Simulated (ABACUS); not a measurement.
Crystal: Ge.

```
Ge
1.0
     3.99759    0.00000    0.00000
    -1.99879    3.46201    0.00000
     0.00000    0.00000    6.59938
Ge
4
Direct
  0.33333 0.66667 0.93710
  0.66667 0.33333 0.43710
  0.33333 0.66667 0.56290
  0.66667 0.33333 0.06290
```

This isn't the form of Ge at room conditions, which is diamond.

```yaml
Program: ABACUS 3.10.1
Task: single point
Functional: PBEsol
Potentials_or_basis: PseudoDojo NC SR 0.4.1 PBEsol standard
Cutoff: 1075 eV
Density_cutoff: 4299 eV
Basis: plane waves
k_mesh: 8 × 8 × 4
Occupations: fermi-dirac, width 0.05 eV
Spin: no spin polarisation
```

On this cell: pressure 0.0 GPa; largest force 0.003 eV/Å; band gap on the k mesh 0.11 eV, indirect (least direct gap 0.17 eV).

The same run follows on a disturbed copy (atoms moved at random, drawn with an rms of 0.05 Å):

```
CELL_PARAMETERS angstrom
3.99759 0.00000 0.00000
-1.99879 3.46201 0.00000
0.00000 0.00000 6.59938
ATOMIC_POSITIONS crystal
Ge 0.32803 0.66489 0.93959
Ge 0.67763 0.33919 0.43330
Ge 0.34363 0.67052 0.56725
Ge 0.67313 0.32691 0.06117
```

Question: What does the disturbed cell give?

Answer: The energy moves by +7.7 meV/atom; pressure 0.0 GPa; largest force 0.628 eV/Å; band gap on the k mesh 0.10 eV, indirect (least direct gap 0.12 eV).

Forces on the atoms (eV/Å):
```
Ge   0.600 -0.136 -0.127
Ge   0.029 -0.082  0.391
Ge  -0.043  0.063 -0.381
Ge  -0.585  0.155  0.117
```

Stress tensor (GPa, compression positive):
```
-0.15  0.72 -0.56
 0.72  0.07  0.19
-0.56  0.19  0.18
```

A k mesh can miss the band edges.
